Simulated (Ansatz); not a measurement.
## Relaxation of Ir

Theory: DFT r2SCAN, scalar-relativistic, plane waves, PAW in Ansatz 0.2.0. (500 eV cutoff, 18×18×18 k-mesh, Gaussian smearing of 0.10 eV, no spin polarisation)

What was changed in Ti: Ti → Ir on all its sites, cell and atoms relaxed.

Spin–orbit coupling is left out, which can shift energies with elements as heavy as these.

Command:

```bash
ansatz run input.yaml --threads 1 --pin off --max-ram 2560MiB --backend cpu --events-out ev --progress --plain --runs-dir out
```

Input:

```yaml
crystal:
  lattice:
    - [-1.5433355255, 1.5433355255, 1.5433355255]
    - [1.5433355255, -1.5433355255, 1.5433355255]
    - [1.5433355255, 1.5433355255, -1.5433355255]
  atoms:
    - { symbol: Ir, position: [0.0, 0.0, 0.0] }
basis:
  ecutwfc: 500
kpoints:
  mp_grid: { grid: [18, 18, 18] }
hamiltonian:
  xc: r2scan
scf:
  occupations: { method: gaussian, width: 0.1 }
output:
  forces: true
  stress: true
  eigenvalues: true
relax:
  adjacent_minimum: "off"
  f_tol: 0.01
  max_steps: 60
  cell: { stress_tol: 0.1 }
```

F is the free energy. Steps run on the plane waves of an earlier cell, but the last one, and at times one on the way, on a freshly chosen basis, so a repeated geometry can differ a little in energy.

Steps:

| step | F − F(1) (eV) | largest force component (eV/Å) | V (Å³/atom) | P (GPa) |
| --- | --- | --- | --- | --- |
| 1 | 0.0000 | 0.000 | 14.704 | 0.36 |
| 2 | 0.0001 | 0.000 | 14.750 | -0.67 |
| 3 | 0.0000 | 0.000 | 14.720 | 0.00 |
| 4 | 0.0000 | 0.000 | 14.720 | 0.00 |

Relaxed structure:

```
CELL_PARAMETERS angstrom
-1.54389 1.54389 1.54389
1.54389 -1.54389 1.54389
1.54389 1.54389 -1.54389
ATOMIC_POSITIONS crystal
Ir 0.00000 0.00000 0.00000
```

Symmetry: Im-3m, No. 229, cubic system. The conventional cell has a = 3.088 Å, b = 3.088 Å, c = 3.088 Å, α = 90.00°, β = 90.00°, γ = 90.00°. Ir (site symmetry m-3m) has 8 Ir at 2.67 Å as nearest neighbours.

The run converged. The run took 12 s on 1 thread of Intel(R) Xeon(R) 6975P-C (Granite Rapids), with other jobs on the host, peak memory 0.43 GiB.